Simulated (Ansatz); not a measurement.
Ti: a run of Ansatz with trial settings.

```yaml
crystal:
  lattice:
    - [0.0, 2.03, 2.03]
    - [2.03, 0.0, 2.03]
    - [2.03, 2.03, 0.0]
  atoms:
    - { symbol: Ti, position: [0.0, 0.0, 0.0] }
basis: {}
kpoints:
  mp_grid: { grid: [6, 6, 6] }
hamiltonian:
  xc: pbe
scf:
  occupations: { method: fermi_dirac, width: "100 K" }
output:
  forces: false
  stress: false
  eigenvalues: true
```

Command:

```bash
ansatz run input.yaml --threads 1 --pin off --max-ram 1331MiB --backend cpu --events-out ev --progress --plain --runs-dir out
```

From the log (HF is the Harris–Foulkes energy, dr2 the density residual in eV):

```text
Pseudopotential: Ti, paw, valence charge 12, recommended cutoff 420 eV (normal)
Crystal: 1 atom, lattice volume = 16.731 Å³
Basis set: ecut = 420 eV, 331 PW (Γ)
Bands: 10, of which v1, the nominal top of the filled ones, is band 6 counted from 1 (5 counted from 0)
Symmetry: 48 space group operations
Space group: Fm-3m (ITA 225), of the structure as read, at distance tolerance 2.6e-5 Å
k-points: 16 of 216
Initial density: superposition of atomic densities, corrected by the library's trained network
SCF iter   1: HF=-2499.592637 eV  Δρ=2.84e-3  dr2=9.26e-4
SCF iter   2: HF=-2499.592524 eV  Δρ=1.35e-3  dr2=8.21e-5
SCF iter   3: HF=-2499.592590 eV  Δρ=6.09e-4  dr2=2.12e-5
SCF iter   4: HF=-2499.592617 eV  Δρ=4.42e-5  dr2=1.62e-7
SCF iter   5: F=-2499.592618 eV  HF=-2499.592618 eV  Δρ=7.08e-6  dr2=7.80e-9
SCF iter   6: F=-2499.592618 eV  HF=-2499.592618 eV  Δρ=2.06e-6  dr2=5.23e-10
SCF 1 converged in 6 iterations: F = -2499.592618 eV  dr2 = 5.23e-10
SCF converged after 6 iterations
Free energy (F): -2499.592618 eV
E sigma→0 (E₀):  -2499.592267 eV
Entropy (-TS):   -0.000701 eV (-0.701 meV/atom)
Fermi energy:    13.854918 eV
```

The inputs are trials, many of them unsound on purpose. Their numbers show the effect of the settings and aren't properties of the material.